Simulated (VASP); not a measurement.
Write the native input for VASP 6.6.1 that does the following.

```
Task                               : band structure
Functional                         : PBE0
Potentials or basis                : VASP PAW PBE potentials, release 64 (F, Li_sv)
Cutoff                             : 520 eV
k mesh                             : 8 × 8 × 8
Occupations                        : gaussian, width 0.02 eV
Spin                               : no spin polarisation
Ladder                             : gaps
Grid for exact exchange (PRECFOCK) : Fast
Exchange at q = 0                  : truncated
Further INCAR settings             : ALGO = Normal; EDIFF = 1e-06
```

LiF (Griceite):

```
CELL_PARAMETERS angstrom
0.00000 2.01400 2.01400
2.01400 0.00000 2.01400
2.01400 2.01400 0.00000
ATOMIC_POSITIONS crystal
F 0.50000 0.50000 0.50000
Li 0.00000 0.00000 0.00000
```

The input as run:

POSCAR

```
LiF
1.0
    0.0000000000      2.0140000000      2.0140000000
    2.0140000000      0.0000000000      2.0140000000
    2.0140000000      2.0140000000      0.0000000000
F Li
1 1
Direct
    0.5000000000      0.5000000000      0.5000000000
    0.0000000000      0.0000000000      0.0000000000
```

INCAR.step1

```
PREC = Accurate
ENCUT = 520
EDIFF = 1E-5
ISMEAR = 0
SIGMA = 0.02
LREAL = False
LASPH = True
NELM = 100
ALGO = Normal
ISIF = 2
LWAVE = True
LCHARG = False
GGA = PE
KPAR = 4
```

INCAR.step2

```
PREC = Accurate
ENCUT = 520
EDIFF = 1E-6
ISMEAR = 0
SIGMA = 0.02
LREAL = False
LASPH = True
NELM = 100
ALGO = Normal
ISIF = 2
LWAVE = False
LCHARG = False
GGA = PE
LHFCALC = True
AEXX = 0.25
PRECFOCK = Fast
ISTART = 1
HFRCUT = -1
KPAR = 4
```

KPOINTS

```
Automatic mesh
0
Gamma
  8 8 8
```

KPOINTS_OPT

```
path GXWKGLUWLK,UX
12
line-mode
reciprocal
 0.0000000000  0.0000000000  0.0000000000  G
 0.5000000000  0.0000000000  0.5000000000  X

 0.5000000000  0.0000000000  0.5000000000  X
 0.5000000000  0.2500000000  0.7500000000  W

 0.5000000000  0.2500000000  0.7500000000  W
 0.3750000000  0.3750000000  0.7500000000  K

 0.3750000000  0.3750000000  0.7500000000  K
 0.0000000000  0.0000000000  0.0000000000  G

 0.0000000000  0.0000000000  0.0000000000  G
 0.5000000000  0.5000000000  0.5000000000  L

 0.5000000000  0.5000000000  0.5000000000  L
 0.6250000000  0.2500000000  0.6250000000  U

 0.6250000000  0.2500000000  0.6250000000  U
 0.5000000000  0.2500000000  0.7500000000  W

 0.5000000000  0.2500000000  0.7500000000  W
 0.5000000000  0.5000000000  0.5000000000  L

 0.5000000000  0.5000000000  0.5000000000  L
 0.3750000000  0.3750000000  0.7500000000  K

 0.6250000000  0.2500000000  0.6250000000  U
 0.5000000000  0.0000000000  0.5000000000  X
```

Potentials or basis: VASP PAW PBE potentials, release 64 (F, Li_sv).

Launch:

```console
$ cat potpaw_PBE.64/F/POTCAR potpaw_PBE.64/Li_sv/POTCAR > POTCAR
$ cp INCAR.step1 INCAR
$ mpirun -np 4 vasp_std > vasp.out
$ cp INCAR.step2 INCAR
$ mpirun -np 4 vasp_std > vasp.out
```

It gave:

```json
{"Band gap on the k mesh": "12.14 eV, direct", "Band gap along the path": "12.14 eV, direct"}
```

Wall time 7.4 min on 4 MPI ranks on AMD EPYC 9R45 96-Core Processor (Zen 5), with other jobs on the host, peak memory 0.18 GiB a rank.
